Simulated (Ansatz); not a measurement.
The system is As.

```
As
1.0
    -2.70368    0.00000   -2.70368
     0.00000   -2.70368   -2.70368
    -2.70368   -2.70368    0.00000
As
2
Direct
  0.27635 0.22714 0.25690
  0.72365 0.77286 0.74310
```

This isn't the form of As at room conditions, which is rhombohedral.

The cell isn't the ideal one: all atoms moved at random, sigma 0.1 Å a component.

Base run:

| Item | Value |
| --- | --- |
| Program | Ansatz 0.2.0 |
| Functional | HSE06 form with a typed share of exact exchange |
| Potentials or basis | Ansatz PAW |
| Cutoff | 420 eV (not typed: the program's choice for these potentials) |
| k mesh | 5 × 5 × 5 |
| Occupations | fermi-dirac, width 0.05 eV |
| Spin | no spin polarisation |

Its results: band gap on the k mesh 0.23 eV, indirect (least direct gap 0.46 eV); pressure 0.9 GPa; largest force 1.017 eV/Å.

Question: The run is repeated on the same cell with these changes: screening (1/å) from 0.15 to 0.1. What comes out?

Answer: Band gap on the k mesh 0.31 eV, indirect (least direct gap 0.55 eV); pressure 0.7 GPa; largest force 1.048 eV/Å.

Caveats: odd divisions of the mesh miss points on the zone boundary, where band edges often lie, so the gap on the mesh can be too wide; the PAW data sets come from PBE, with cores solved anew for the run's functional, which leaves a small shift of forces and pressure; forces of over 1 eV/Å show positions far from the minimum, so gaps and moduli don't describe the material at rest; the thresholds are loose for stress.

A k mesh can miss the band edges.
